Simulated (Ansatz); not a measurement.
Runs of Ansatz 0.2.0 on MnS. Symmetry: R-3m, No. 166, trigonal system. Conventional cell: a = 3.660 Å, b = 3.660 Å, c = 8.913 Å, α = 90.00°, β = 90.00°, γ = 120.00°. Around Mn (site symmetry -3m) lie 6 S at 2.58 Å. S (site symmetry -3m) has 6 Mn at 2.58 Å as nearest neighbours. The cell is a database's computed one.

```csv
task,level,spin,fixed moment (μB),cell,k mesh,target pressure (GPa),gap on the mesh (eV),pressure (GPa),moment (μB)
relaxation of cell and atoms,LDA,"collinear, ferromagnetic start",-,relaxed to 30 GPa,7 × 7 × 7,30,none,30.0,(b)
single point,PBE,"collinear, ferromagnetic start",8.0,as given,8 × 8 × 8,-,-,42.7,8.00
relaxation of cell and atoms,LDA,"collinear, ferromagnetic start",-,relaxed to 20 GPa,7 × 7 × 7,20,none,20.0,2.90
single point,PBE,"collinear, ferromagnetic start",-,as given,9 × 9 × 9,-,none,-1.6,4.66
single point,PBE,"collinear, program default start",0.0,as given,8 × 8 × 8,-,-,(a),0.00
```

Alike in all rows: potentials or basis Ansatz PAW; cutoff (eV) 420; smearing fermi-dirac 0.05 eV.

Task: Estimate the missing entries.

Result: (a) -22.8; (b) 2.30.

Caveats: a cell with one magnetic atom can't hold antiferromagnetic order, which such compounds often take (some runs); semilocal functionals often make such compounds metallic where correlation or magnetic order opens a gap, which also shifts bond lengths (some runs); the plane-wave basis is chosen anew once the cell has moved, so the energies of steps on either side of that aren't comparable (some runs); the PAW data sets come from PBE, with cores solved anew for the run's functional, which leaves a small shift of forces and pressure (some runs); the total moment is fixed, so each spin has its own Fermi level (some runs); the thresholds are loose for stress (some runs).

A gap of «none» marks a metal or a gap under the smearing width.
